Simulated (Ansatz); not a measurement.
# InP: stiffness from strained cells, part 2 of 3

How stiff is the crystal, and how unevenly? Runs: cell and atoms relaxed (PAW); reference run (PAW and LAPW).

Ansatz 0.2.0; DFT LDA.

**3. Reference run, PAW**

The COD entry's cell or inner coordinates are ideal or old and differ from later refinements, so a difference from it is no clean test against experiment.

input.yaml

```yaml
crystal:
  lattice:
    - [0.0, 2.91367099241, 2.91367099241]
    - [2.91367099241, 0.0, 2.91367099241]
    - [2.91367099241, 2.91367099241, 0.0]
  atoms:
    - { symbol: In, position: [0.0, 0.0, 0.0] }
    - { symbol: P, position: [0.75, 0.75, 0.75] }
kpoints:
  mp_grid: { grid: [6, 6, 6] }
scf:
  occupations: { method: fixed }
hamiltonian:
  xc: lda
  pseudopotentials: { kind: paw }
elastic:
  mode: relaxed_ion
  stencil: four_point
  amplitude: 0.008
```

The run is started by

```bash
$ ansatz run input.yaml --threads 1 --pin off --max-ram 2560MiB --backend cpu --events-out ev --progress --plain --runs-dir out
```

Log:

```text
Engine: ansatz 0.2.0
Pseudopotentials: kind: paw
Pseudopotential: In, paw, valence charge 13, recommended cutoff 420 eV (normal), In.paw.azcp
Pseudopotential: P, paw, valence charge 5, recommended cutoff 420 eV (normal), P.paw.azcp
Functional definition: SPW92
  exchange = slater_x
  correlation = pw_c
Crystal: 2 atoms, lattice volume = 49.471 Å³
Basis set: ecut = 420 eV, 941 PW (Γ)
Bands: 13, of which v1, the nominal top of the filled ones, is band 9 counted from 1 (8 counted from 0)
Symmetry: 24 space group operations
Space group: F-43m (ITA 216), of the structure as read, at distance tolerance 3.7e-5 Å
k-points: 16 of 216 (time reversal used)
Non-local potential: In, projectors of the file, l = 0: 2, l = 1: 2, l = 2: 2, l = 3: 2
Non-local potential: P, projectors of the file, l = 0: 2, l = 1: 2, l = 2: 2
PAW form: soft (Blöchl's): semilocal exchange-correlation on the pseudo side does not see the compensation charge
PAW frozen core: In, regenerated for the run's functional, and the local potential with it (the file was generated under x = pbe(κ = 0.804, μ = 0.2195149727645171), c = pbe(β = 0.06672455060314922))
PAW frozen core: P, regenerated for the run's functional, and the local potential with it (the file was generated under x = pbe(κ = 0.804, μ = 0.2195149727645171), c = pbe(β = 0.06672455060314922))
PAW one-centre angular grid: In, 590 points (default); XC on 64 Gauss nodes
PAW one-centre angular grid: P, 110 points (default); XC on 64 Gauss nodes
Initial density: superposition of atomic densities (neutral atoms: chi_scale 0, normalization atom), corrected by the library's trained network
Initial wavefunctions: pseudopotential atomic-orbital guess
Functional: x = slater, c = lda
SCF iter   1: F=—  HF=-6183.549467 eV  |F-HF|=—  |Δ(HF+E_count)|=         —  Δρ=7.99e-3  dr2=3.16e-2  ethr=1.77e-3  ⟨swp⟩=5.2  Hψ=1102  notcnv=0  defer=26
preconditioner: auto → none  [insulator: Δε(μ)=0.514 eV  Ē_g=14.652 eV  n_scr=14 (ndim 8)  ℏωp=22.4 eV  f_vac=0.017  ε∞_Penn≈3.3]
SCF iter   2: F=—  HF=-6183.538599 eV  |F-HF|=—  |Δ(HF+E_count)|=   1.09e-2  Δρ=2.58e-3  dr2=1.81e-3  ethr=1.76e-4  ⟨swp⟩=3.1  Hψ=475  notcnv=0  defer=29
SCF iter   3: F=—  HF=-6183.538144 eV  |F-HF|=—  |Δ(HF+E_count)|=   4.55e-4  Δρ=7.89e-4  dr2=3.12e-4  ethr=1.01e-5  ⟨swp⟩=2.9  Hψ=406  notcnv=0  defer=29
SCF iter   4: F=—  HF=-6183.538067 eV  |F-HF|=—  |Δ(HF+E_count)|=   7.73e-5  Δρ=2.61e-4  dr2=2.15e-5  ethr=1.73e-6  ⟨swp⟩=2.9  Hψ=381  notcnv=0  defer=27
SCF iter   5: F=—  HF=-6183.538062 eV  |F-HF|=—  |Δ(HF+E_count)|=   4.80e-6  Δρ=2.17e-5  dr2=2.00e-7  ethr=1.20e-7  ⟨swp⟩=2.5  Hψ=323  notcnv=0  defer=20
SCF iter   6: F=—  HF=-6183.538062 eV  |F-HF|=—  |Δ(HF+E_count)|=   1.21e-7  Δρ=2.24e-6  dr2=1.78e-9  ethr=1.11e-9  ⟨swp⟩=2.7  Hψ=328  notcnv=0  defer=16
SCF iter   7: F=—  HF=-6183.538062 eV  |F-HF|=—  |Δ(HF+E_count)|=  4.69e-10  Δρ=2.75e-7  dr2=2.55e-11  ethr=9.91e-12  ⟨swp⟩=2.0  Hψ=346  notcnv=0  defer=16
SCF iter   8: F=—  HF=-6183.538062 eV  |F-HF|=—  |Δ(HF+E_count)|=  1.09e-11  Δρ=3.14e-8  dr2=5.66e-13  ethr=1.42e-13 (applied; sched 1.00e-12)  ⟨swp⟩=2.3  Hψ=358  notcnv=0  defer=16
SCF iter   9: F=-6183.538062 eV  HF=-6183.538062 eV  |F-HF|=1.82e-12  |Δ(HF+E_count)|=  2.73e-12  Δρ=2.89e-9  dr2=3.02e-15  ethr=1.00e-12  ⟨swp⟩=8.5  Hψ=1200  notcnv=0
SCF 1 converged in 9 iterations: F = -6183.538062 eV  dr2 = 3.02e-15
Crystal: 2 atoms, lattice volume = 48.680 Å³
Symmetry: 8 space group operations
k-points: 30 of 216 (time reversal used)
Initial density: handed on by an earlier stage of this run
Initial wavefunctions: those handed on with the density
iter 1 solved again at ethr=4.41e-6 eV; its pass at ethr=3.10e-3 eV (dr2=7.93e-4 eV) is discarded
SCF iter   1: F=—  HF=-6183.534401 eV  |F-HF|=—  |Δ(HF+E_count)|=         —  Δρ=9.99e-4  dr2=7.87e-4  ethr=4.41e-6  ⟨swp⟩=3.2  Hψ=2665  notcnv=0  defer=60
preconditioner: auto → none  [insulator: Δε(μ)=0.619 eV  Ē_g=14.745 eV  n_scr=14 (ndim 8)  ℏωp=22.6 eV  f_vac=0.005  ε∞_Penn≈3.3]
SCF iter   2: F=—  HF=-6183.534171 eV  |F-HF|=—  |Δ(HF+E_count)|=   2.30e-4  Δρ=3.90e-4  dr2=7.06e-5  ethr=4.37e-6  ⟨swp⟩=2.0  Hψ=564  notcnv=0  defer=60
SCF iter   3: F=—  HF=-6183.534159 eV  |F-HF|=—  |Δ(HF+E_count)|=   1.15e-5  Δρ=1.65e-4  dr2=1.09e-5  ethr=3.92e-7  ⟨swp⟩=3.0  Hψ=692  notcnv=0  defer=54
SCF iter   4: F=—  HF=-6183.534154 eV  |F-HF|=—  |Δ(HF+E_count)|=   5.17e-6  Δρ=3.25e-5  dr2=3.18e-7  ethr=6.05e-8  ⟨swp⟩=2.6  Hψ=639  notcnv=0  defer=49
SCF iter   5: F=—  HF=-6183.534156 eV  |F-HF|=—  |Δ(HF+E_count)|=   1.92e-6  Δρ=5.49e-6  dr2=9.25e-9  ethr=1.77e-9  ⟨swp⟩=2.8  Hψ=724  notcnv=0  defer=49
SCF iter   6: F=—  HF=-6183.534156 eV  |F-HF|=—  |Δ(HF+E_count)|=   1.38e-9  Δρ=5.71e-7  dr2=8.41e-11  ethr=5.14e-11  ⟨swp⟩=2.9  Hψ=649  notcnv=0  defer=49
SCF iter   7: F=—  HF=-6183.534156 eV  |F-HF|=—  |Δ(HF+E_count)|=  4.18e-11  Δρ=3.62e-8  dr2=3.30e-13  ethr=4.67e-13 (applied; sched 1.00e-12)  ⟨swp⟩=2.7  Hψ=636  notcnv=0  defer=49
SCF iter   8: F=-6183.534156 eV  HF=-6183.534156 eV  |F-HF|=9.09e-13  |Δ(HF+E_count)|=  1.82e-12  Δρ=4.39e-9  dr2=6.89e-15  ethr=1.00e-12  ⟨swp⟩=5.6  Hψ=1466  notcnv=0
SCF 2 converged in 8 iterations: F = -6183.534156 eV  dr2 = 6.89e-15
Crystal: 2 atoms, lattice volume = 50.263 Å³
Basis set: ecut = 420 eV, 949 PW (Γ)
iter 1 solved again at ethr=3.89e-9 eV; its pass at ethr=3.10e-3 eV (dr2=7.00e-7 eV) is discarded
SCF iter   1: F=—  HF=-6183.533981 eV  |F-HF|=—  |Δ(HF+E_count)|=         —  Δρ=4.06e-5  dr2=7.71e-7  ethr=3.89e-9  ⟨swp⟩=3.3  Hψ=2419  notcnv=0  defer=53
preconditioner: auto → none  [insulator: Δε(μ)=0.459 eV  Ē_g=14.613 eV  n_scr=14 (ndim 8)  ℏωp=22.2 eV  f_vac=0.010  ε∞_Penn≈3.3]
SCF iter   2: F=—  HF=-6183.533981 eV  |F-HF|=—  |Δ(HF+E_count)|=   6.42e-8  Δρ=1.74e-5  dr2=1.05e-7  ethr=3.89e-9  ⟨swp⟩=2.0  Hψ=499  notcnv=0  defer=53
SCF iter   3: F=—  HF=-6183.533981 eV  |F-HF|=—  |Δ(HF+E_count)|=   1.73e-8  Δρ=8.01e-6  dr2=2.16e-8  ethr=5.86e-10  ⟨swp⟩=3.0  Hψ=688  notcnv=0  defer=53
SCF iter   4: F=—  HF=-6183.533981 eV  |F-HF|=—  |Δ(HF+E_count)|=   3.55e-9  Δρ=8.46e-7  dr2=2.51e-10  ethr=1.20e-10  ⟨swp⟩=3.0  Hψ=663  notcnv=0  defer=53
SCF iter   5: F=—  HF=-6183.533981 eV  |F-HF|=—  |Δ(HF+E_count)|=  3.64e-12  Δρ=1.67e-7  dr2=8.75e-12  ethr=1.39e-12  ⟨swp⟩=2.4  Hψ=674  notcnv=0  defer=53
SCF iter   6: F=—  HF=-6183.533981 eV  |F-HF|=—  |Δ(HF+E_count)|=  9.09e-13  Δρ=2.85e-8  dr2=1.80e-13  ethr=4.86e-14 (applied; sched 1.00e-12)  ⟨swp⟩=2.1  Hψ=645  notcnv=0  defer=53
SCF iter   7: F=-6183.533981 eV  HF=-6183.533981 eV  |F-HF|=9.09e-13  |Δ(HF+E_count)|=  9.09e-13  Δρ=1.29e-9  dr2=4.29e-16  ethr=1.00e-12  ⟨swp⟩=5.0  Hψ=1235  notcnv=0
SCF 3 converged in 7 iterations: F = -6183.533981 eV  dr2 = 4.29e-16
Crystal: 2 atoms, lattice volume = 49.867 Å³
SCF iter   1: F=—  HF=-6183.536996 eV  |F-HF|=—  |Δ(HF+E_count)|=         —  Δρ=1.90e-6  dr2=1.43e-10  ethr=1.00e-12  ⟨swp⟩=8.2  Hψ=2866  notcnv=0  defer=55
preconditioner: auto → none  [insulator: Δε(μ)=0.516 eV  Ē_g=14.649 eV  n_scr=14 (ndim 8)  ℏωp=22.3 eV  f_vac=0.009  ε∞_Penn≈3.3]
SCF iter   2: F=—  HF=-6183.536996 eV  |F-HF|=—  |Δ(HF+E_count)|=  8.86e-10  Δρ=9.51e-7  dr2=3.41e-11  ethr=7.92e-13 (applied; sched 1.00e-12)  ⟨swp⟩=1.1  Hψ=632  notcnv=0  defer=55
SCF iter   3: F=—  HF=-6183.536996 eV  |F-HF|=—  |Δ(HF+E_count)|=  2.97e-10  Δρ=4.73e-8  dr2=1.57e-12  ethr=1.89e-13 (applied; sched 1.00e-12)  ⟨swp⟩=2.6  Hψ=526  notcnv=0  defer=55
SCF iter   4: F=-6183.536996 eV  HF=-6183.536996 eV  |F-HF|=9.09e-13  |Δ(HF+E_count)|=  9.09e-13  Δρ=1.14e-8  dr2=2.90e-14  ethr=1.00e-12  ⟨swp⟩=3.6  Hψ=1654  notcnv=0
SCF 4 converged in 4 iterations: F = -6183.536996 eV  dr2 = 2.90e-14
Crystal: 2 atoms, lattice volume = 49.075 Å³
SCF iter   1: F=—  HF=-6183.537124 eV  |F-HF|=—  |Δ(HF+E_count)|=         —  Δρ=2.88e-6  dr2=1.52e-10  ethr=1.00e-12  ⟨swp⟩=8.1  Hψ=2938  notcnv=0  defer=54
preconditioner: auto → none  [insulator: Δε(μ)=0.590 eV  Ē_g=14.717 eV  n_scr=14 (ndim 8)  ℏωp=22.5 eV  f_vac=0.007  ε∞_Penn≈3.3]
SCF iter   2: F=—  HF=-6183.537124 eV  |F-HF|=—  |Δ(HF+E_count)|=   3.33e-9  Δρ=1.44e-6  dr2=3.67e-11  ethr=8.45e-13 (applied; sched 1.00e-12)  ⟨swp⟩=1.0  Hψ=630  notcnv=0  defer=54
SCF iter   3: F=—  HF=-6183.537124 eV  |F-HF|=—  |Δ(HF+E_count)|=   1.12e-9  Δρ=5.18e-8  dr2=1.04e-12  ethr=2.04e-13 (applied; sched 1.00e-12)  ⟨swp⟩=1.8  Hψ=439  notcnv=0  defer=54
SCF iter   4: F=-6183.537124 eV  HF=-6183.537124 eV  |F-HF|=0.00e0  |Δ(HF+E_count)|=  1.82e-12  Δρ=9.04e-9  dr2=2.69e-14  ethr=1.00e-12  ⟨swp⟩=5.6  Hψ=1328  notcnv=0
SCF 5 converged in 4 iterations: F = -6183.537124 eV  dr2 = 2.69e-14
Crystal: 2 atoms, lattice volume = 49.468 Å³
Symmetry: 4 space group operations
k-points: 46 of 216 (time reversal used)
Initial wavefunctions: pseudopotential atomic-orbital guess (no wavefunctions were taken with the density)
iter 1 solved again at ethr=2.13e-4 eV; its pass at ethr=3.10e-3 eV (dr2=3.83e-2 eV) is discarded
SCF iter   1: F=—  HF=-6183.555385 eV  |F-HF|=—  |Δ(HF+E_count)|=         —  Δρ=9.30e-3  dr2=3.85e-2  ethr=2.13e-4  ⟨swp⟩=1.5  Hψ=4125  notcnv=0  defer=87
preconditioner: auto → none  [insulator: Δε(μ)=0.525 eV  Ē_g=14.683 eV  n_scr=14 (ndim 8)  ℏωp=22.4 eV  f_vac=0.009  ε∞_Penn≈3.3]
SCF iter   2: F=—  HF=-6183.537412 eV  |F-HF|=—  |Δ(HF+E_count)|=   1.80e-2  Δρ=3.74e-3  dr2=3.87e-3  ethr=2.13e-4  ⟨swp⟩=2.9  Hψ=1076  notcnv=0  defer=91
SCF iter   3: F=—  HF=-6183.535283 eV  |F-HF|=—  |Δ(HF+E_count)|=   2.13e-3  Δρ=8.12e-4  dr2=1.68e-4  ethr=2.15e-5  ⟨swp⟩=2.9  Hψ=1132  notcnv=0  defer=92
SCF iter   4: F=—  HF=-6183.535198 eV  |F-HF|=—  |Δ(HF+E_count)|=   8.47e-5  Δρ=1.23e-4  dr2=3.31e-6  ethr=9.35e-7  ⟨swp⟩=2.0  Hψ=1086  notcnv=0  defer=88
SCF iter   5: F=—  HF=-6183.535197 eV  |F-HF|=—  |Δ(HF+E_count)|=   8.18e-7  Δρ=1.97e-5  dr2=2.27e-7  ethr=1.84e-8  ⟨swp⟩=2.0  Hψ=1015  notcnv=0  defer=59
SCF iter   6: F=—  HF=-6183.535199 eV  |F-HF|=—  |Δ(HF+E_count)|=   2.07e-6  Δρ=2.86e-6  dr2=3.02e-9  ethr=1.26e-9  ⟨swp⟩=2.0  Hψ=1002  notcnv=0  defer=53
SCF iter   7: F=—  HF=-6183.535199 eV  |F-HF|=—  |Δ(HF+E_count)|=   4.69e-9  Δρ=7.06e-7  dr2=3.38e-10  ethr=1.68e-11  ⟨swp⟩=2.7  Hψ=1037  notcnv=0  defer=53
SCF iter   8: F=—  HF=-6183.535199 eV  |F-HF|=—  |Δ(HF+E_count)|=  9.37e-11  Δρ=2.61e-7  dr2=5.31e-11  ethr=1.88e-12  ⟨swp⟩=2.3  Hψ=1029  notcnv=0  defer=51
SCF iter   9: F=—  HF=-6183.535199 eV  |F-HF|=—  |Δ(HF+E_count)|=  1.91e-11  Δρ=3.89e-8  dr2=3.65e-13  ethr=2.95e-13 (applied; sched 1.00e-12)  ⟨swp⟩=2.9  Hψ=1121  notcnv=0  defer=51
SCF iter  10: F=-6183.535199 eV  HF=-6183.535199 eV  |F-HF|=1.82e-12  |Δ(HF+E_count)|=  9.09e-13  Δρ=7.43e-9  dr2=1.60e-14  ethr=1.00e-12  ⟨swp⟩=5.4  Hψ=2167  notcnv=0
SCF 6 converged in 10 iterations: F = -6183.535199 eV  dr2 = 1.60e-14
relax step   1: F+E_penalty+E_count = -6183.53519907 eV  Δ(F+E_penalty+E_count) = +0.000e0 eV  max|allowed force component| = 1.330e-1 eV/Å  Δτ_max = 0.0000 Å  (10 SCF iters, accepted)
iter 1 solved again at ethr=4.76e-7 eV; its pass at ethr=3.10e-3 eV (dr2=8.57e-5 eV) is discarded
SCF iter   1: F=—  HF=-6183.536295 eV  |F-HF|=—  |Δ(HF+E_count)|=         —  Δρ=5.33e-4  dr2=9.17e-5  ethr=4.76e-7  ⟨swp⟩=3.6  Hψ=3765  notcnv=0  defer=92
preconditioner: auto → none  [insulator: Δε(μ)=0.515 eV  Ē_g=14.681 eV  n_scr=14 (ndim 8)  ℏωp=22.4 eV  f_vac=0.008  ε∞_Penn≈3.3]
SCF iter   2: F=—  HF=-6183.536268 eV  |F-HF|=—  |Δ(HF+E_count)|=   2.66e-5  Δρ=2.08e-4  dr2=1.16e-5  ethr=4.76e-7  ⟨swp⟩=2.3  Hψ=1003  notcnv=0  defer=90
SCF iter   3: F=—  HF=-6183.536266 eV  |F-HF|=—  |Δ(HF+E_count)|=   2.76e-6  Δρ=5.18e-5  dr2=6.54e-7  ethr=6.47e-8  ⟨swp⟩=1.7  Hψ=718  notcnv=0  defer=89
SCF iter   4: F=—  HF=-6183.536265 eV  |F-HF|=—  |Δ(HF+E_count)|=   5.44e-8  Δρ=7.57e-6  dr2=1.14e-8  ethr=3.63e-9  ⟨swp⟩=2.0  Hψ=971  notcnv=0  defer=79
SCF iter   5: F=—  HF=-6183.536265 eV  |F-HF|=—  |Δ(HF+E_count)|=   1.10e-9  Δρ=1.44e-6  dr2=1.38e-9  ethr=6.31e-11  ⟨swp⟩=2.0  Hψ=1018  notcnv=0  defer=78
SCF iter   6: F=—  HF=-6183.536265 eV  |F-HF|=—  |Δ(HF+E_count)|=  4.60e-10  Δρ=3.92e-7  dr2=7.56e-11  ethr=7.67e-12  ⟨swp⟩=2.6  Hψ=1097  notcnv=0  defer=78
SCF iter   7: F=—  HF=-6183.536265 eV  |F-HF|=—  |Δ(HF+E_count)|=  1.46e-11  Δρ=1.21e-7  dr2=3.08e-12  ethr=4.20e-13 (applied; sched 1.00e-12)  ⟨swp⟩=3.3  Hψ=1095  notcnv=0  defer=78
SCF iter   8: F=-6183.536265 eV  HF=-6183.536265 eV  |F-HF|=0.00e0  |Δ(HF+E_count)|=  1.82e-12  Δρ=1.43e-8  dr2=3.69e-14  ethr=1.00e-12  ⟨swp⟩=3.9  Hψ=2483  notcnv=0
SCF 7 converged in 8 iterations: F = -6183.536265 eV  dr2 = 3.69e-14
relax step   2: F+E_penalty+E_count = -6183.53626545 eV  Δ(F+E_penalty+E_count) = -1.066e-3 eV  max|allowed force component| = 3.080e-3 eV/Å  Δτ_max = 0.0078 Å  (8 SCF iters, accepted)
SCF iter   1: F=—  HF=-6183.536266 eV  |F-HF|=—  |Δ(HF+E_count)|=         —  Δρ=1.26e-5  dr2=5.14e-8  ethr=2.86e-9  ⟨swp⟩=4.7  Hψ=2639  notcnv=0  defer=86
preconditioner: auto → none  [insulator: Δε(μ)=0.514 eV  Ē_g=14.681 eV  n_scr=14 (ndim 8)  ℏωp=22.4 eV  f_vac=0.008  ε∞_Penn≈3.3]
[... 49 lines left out ...]
SCF iter   7: F=—  HF=-6183.537351 eV  |F-HF|=—  |Δ(HF+E_count)|=   1.46e-9  Δρ=8.04e-7  dr2=5.53e-10  ethr=4.77e-12  ⟨swp⟩=3.0  Hψ=1124  notcnv=0  defer=62
SCF iter   8: F=—  HF=-6183.537351 eV  |F-HF|=—  |Δ(HF+E_count)|=  1.76e-10  Δρ=1.55e-7  dr2=7.06e-12  ethr=3.07e-12  ⟨swp⟩=2.9  Hψ=1067  notcnv=0  defer=62
SCF iter   9: F=—  HF=-6183.537351 eV  |F-HF|=—  |Δ(HF+E_count)|=  1.82e-12  Δρ=2.56e-8  dr2=3.21e-13  ethr=3.92e-14 (applied; sched 1.00e-12)  ⟨swp⟩=2.5  Hψ=1015  notcnv=0  defer=61
SCF iter  10: F=-6183.537351 eV  HF=-6183.537351 eV  |F-HF|=9.09e-13  |Δ(HF+E_count)|=  9.09e-13  Δρ=4.51e-9  dr2=6.93e-15  ethr=1.00e-12  ⟨swp⟩=5.1  Hψ=2122  notcnv=0
SCF 13 converged in 10 iterations: F = -6183.537351 eV  dr2 = 6.93e-15
relax step   1: F+E_penalty+E_count = -6183.53735117 eV  Δ(F+E_penalty+E_count) = +0.000e0 eV  max|allowed force component| = 6.648e-2 eV/Å  Δτ_max = 0.0000 Å  (10 SCF iters, accepted)
[... 10 lines left out ...]
relax step   2: F+E_penalty+E_count = -6183.53761781 eV  Δ(F+E_penalty+E_count) = -2.666e-4 eV  max|allowed force component| = 7.695e-9 eV/Å  Δτ_max = 0.0040 Å  (8 SCF iters, accepted)
[... 16 lines left out ...]
relax step   1: F+E_penalty+E_count = -6183.53519907 eV  Δ(F+E_penalty+E_count) = +0.000e0 eV  max|allowed force component| = 1.330e-1 eV/Å  Δτ_max = 0.0000 Å  (10 SCF iters, accepted)
[... 10 lines left out ...]
relax step   2: F+E_penalty+E_count = -6183.53626602 eV  Δ(F+E_penalty+E_count) = -1.067e-3 eV  max|allowed force component| = 7.902e-5 eV/Å  Δτ_max = 0.0080 Å  (8 SCF iters, accepted)
SCF iter   1: F=—  HF=-6183.536266 eV  |F-HF|=—  |Δ(HF+E_count)|=         —  Δρ=3.24e-7  dr2=3.41e-11  ethr=1.88e-12  ⟨swp⟩=6.0  Hψ=3570  notcnv=0  defer=81
SCF iter   2: F=—  HF=-6183.536266 eV  |F-HF|=—  |Δ(HF+E_count)|=  1.18e-11  Δρ=1.26e-7  dr2=4.23e-12  ethr=1.90e-13 (applied; sched 1.00e-12)  ⟨swp⟩=2.1  Hψ=1366  notcnv=0  defer=81
SCF iter   3: F=—  HF=-6183.536266 eV  |F-HF|=—  |Δ(HF+E_count)|=  9.09e-13  Δρ=3.11e-8  dr2=2.27e-13  ethr=2.35e-14 (applied; sched 1.00e-12)  ⟨swp⟩=1.2  Hψ=626  notcnv=0  defer=81
SCF iter   4: F=-6183.536266 eV  HF=-6183.536266 eV  |F-HF|=0.00e0  |Δ(HF+E_count)|=  9.09e-13  Δρ=4.16e-9  dr2=3.48e-15  ethr=1.00e-12  ⟨swp⟩=5.0  Hψ=2107  notcnv=0
SCF 18 converged in 4 iterations: F = -6183.536266 eV  dr2 = 3.48e-15
relax step   3: F+E_penalty+E_count = -6183.53626602 eV  Δ(F+E_penalty+E_count) = -3.783e-10 eV  max|allowed force component| = 5.484e-8 eV/Å  Δτ_max = 0.0000 Å  (4 SCF iters, accepted)
iter 1 solved again at ethr=1.00e-12 eV; its pass at ethr=3.10e-3 eV (dr2=2.29e-13 eV) is discarded
SCF iter   1: F=—  HF=-6183.536266 eV  |F-HF|=—  |Δ(HF+E_count)|=         —  Δρ=4.21e-9  dr2=3.59e-15  ethr=1.00e-12  ⟨swp⟩=2.2  Hψ=3437  notcnv=0  defer=77
SCF iter   2: F=-6183.536266 eV  HF=-6183.536266 eV  |F-HF|=1.82e-12  |Δ(HF+E_count)|=  3.64e-12  Δρ=1.94e-9  dr2=6.74e-16  ethr=1.00e-12  ⟨swp⟩=6.2  Hψ=2335  notcnv=0
SCF 19 converged in 2 iterations: F = -6183.536266 eV  dr2 = 6.74e-16
SCF converged after 9 iterations
Free energy (F): -6183.538062 eV
Harris-Foulkes:  -6183.538062 eV  (|F-HF|=1.82e-12)
Internal energy: -6183.538062 eV  (E = F + TS)
E sigma→0 (E₀):  -6183.538062 eV
Fermi energy:    6.971589 eV
--- Per-component energies (eV) ---
  E_band       = -53.688197
  E_kinetic    = 315.002899
  E_local      = -1392.414348  (includes V_loc(G=0)·N_el)
  E_nonlocal   = 405.772127
  E_hartree    = 546.461550
  E_xc         = -274.592103
  E_vxc        = -161.877136  (∫ρ·V_xc dr)
  E_paw        = -4556.411156  (= ΣΔE_a)
  E_vpaw       = -313.094870  (= ΣTr[D̂ρ^β])
  E_aug_tail   = 0.000029  (compensation charges beyond the density's cutoff)
  E_ewald      = -1227.758948
  E_core_change = 0.401888  (= ΣΔE_core)
  E_smearing   = -0.000000  (= −TS)
  E_closure    = 0.000000  (closes the sum)
  Σ components = -6183.538062   (vs F -6183.538062, Δ=0.00e0)
--- Forces (eV/Å), atoms counted from 1 ---
  atom   1  In    -0.00000000     0.00000000     0.00000000
  atom   2  P      0.00000000     0.00000000     0.00000000
  max |Σ_I F_I| component: 9.25e-17 eV/Å
--- Stress (GPa, compression-positive) ---
       -0.027675      -0.000000      -0.000000
        0.000000      -0.027675       0.000000
       -0.000000       0.000000      -0.027675
  P = ⅓ Tr σ = -0.0277 GPa (-0.277 kbar)
--- Band table (eV; the first three rows and the last of 16) ---
  k-point 0: bands = ["-7.2507", "-7.2507", "-7.2507", "-7.0869", "-7.0869", "-4.7081", "6.9716", "6.9716", "6.9716", "7.5438", "10.9228", "10.9228", "10.9228"]
  k-point 1: bands = ["-7.2854", "-7.2373", "-7.2373", "-7.0865", "-7.0865", "-4.3832", "4.7020", "6.6494", "6.6494", "8.6507", "11.3415", "11.3776", "11.3776"]
  k-point 2: bands = ["-7.3491", "-7.2161", "-7.2161", "-7.0797", "-7.0797", "-3.5389", "2.2538", "6.1565", "6.1565", "8.4749", "11.7272", "11.7272", "13.1196"]
  k-point 15: bands = ["-7.4220", "-7.1734", "-7.1473", "-7.1185", "-7.0635", "-2.1383", "1.1261", "4.0430", "4.0525", "10.1073", "10.4944", "13.6658", "13.9270"]
--- Elastic constants: 2 strain directions × 4 members + reference (group order 24) ---
  dense FFT box of the reference and of every strained cell: 30×30×30
  strains applied: 11, 23; error gains: componentwise 1.00 (the most a stress slope's error grows in a printed constant), spectral 1.73 (1 for all six strains in a standard setting)
  C = ∂σ_k/∂η_j (tension-positive GPa; Voigt order 11 22 33 23 13 12):
       100.968     56.610     56.610     -0.000      0.000     -0.000
        56.610    100.968     56.610      0.000      0.000     -0.000
        56.610     56.610    100.968      0.000      0.000      0.000
        -0.000     -0.000     -0.000     45.486      0.000      0.000
         0.000      0.000     -0.000     -0.000     45.486      0.000
         0.000     -0.000      0.000      0.000      0.000     45.486
  reference stress σ⁰ (GPa):      0.028      0.028      0.028     -0.000      0.000      0.000
  C* (energy form; C + prestress term) asymmetry max|C*_kj − C*_jk| = 1.421e-14 GPa — a small one proves nothing (zero by symmetry where the batch's group is 432, −43m or m−3m); a large one is finite-difference/SCF noise where every solve meets its electron count
  moduli (Voigt/Reuss/Hill, GPa): K = 71.40/71.40/71.40   G = 36.16/32.02/34.09   E = 88.24   ν = 0.294
  mechanically stable: yes (min eigenvalue of sym C = 44.36 GPa)
  strain η (Voigt 11):  stress-route row diagonal C_11 = 100.97 GPa, energy-path curvature d²(F+E_count+ΔE)/dδ²/Ω₀ = 100.97 GPa
    cells at ±δ against ±2δ: C21 56.63 and 56.70 GPa, apart by 0.06 % of the column's largest entry
         δ    σ_11 (GPa)             F (eV)   n_scf  n_hpsi   n_pw
    -1.600e-2      -1.6145       -6183.5341559       8    8350    966   relax 0 steps, max|allowed force component| 5.20e-17 eV/Å
    -8.000e-3      -0.7866       -6183.5371244       4    5653    982   relax 0 steps, max|allowed force component| 5.55e-17 eV/Å
     8.000e-3       0.8288       -6183.5369965       4    5998    986   relax 0 steps, max|allowed force component| 5.55e-17 eV/Å
     1.600e-2       1.6161       -6183.5339812       7    7138    990   relax 0 steps, max|allowed force component| 5.90e-17 eV/Å
  strain η (Voigt 23):  stress-route row diagonal C_44 = 45.49 GPa, energy-path curvature d²(F+E_count+ΔE)/dδ²/Ω₀ = 45.46 GPa
    cells at ±δ against ±2δ: C44 45.49 and 45.49 GPa, apart by 0.01 % of the column's largest entry
         δ    σ_23 (GPa)             F (eV)   n_scf  n_hpsi   n_pw
    -1.600e-2      -0.7279       -6183.5362660       2    6346    979   relax 3 steps, max|allowed force component| 1.68e-6 eV/Å
    -8.000e-3      -0.3639       -6183.5376178       2    6120    982   relax 2 steps, max|allowed force component| 3.95e-6 eV/Å
     8.000e-3       0.3639       -6183.5376178       2    6163    982   relax 2 steps, max|allowed force component| 7.70e-9 eV/Å
     1.600e-2       0.7279       -6183.5362660       2    6243    979   relax 3 steps, max|allowed force component| 5.48e-8 eV/Å
```

Run time: 42 s. Hardware: 1 thread of Arm Neoverse V1, shared host; peak memory 0.33 GiB.

C in GPa (Voigt order xx, yy, zz, yz, xz, xy):

```
101.0  56.6  56.6   0.0   0.0   0.0
 56.6 101.0  56.6   0.0   0.0   0.0
 56.6  56.6 101.0   0.0   0.0   0.0
  0.0   0.0   0.0  45.5   0.0   0.0
  0.0   0.0   0.0   0.0  45.5   0.0
  0.0   0.0   0.0   0.0   0.0  45.5
```

(Part 2 of 3 ends here.)
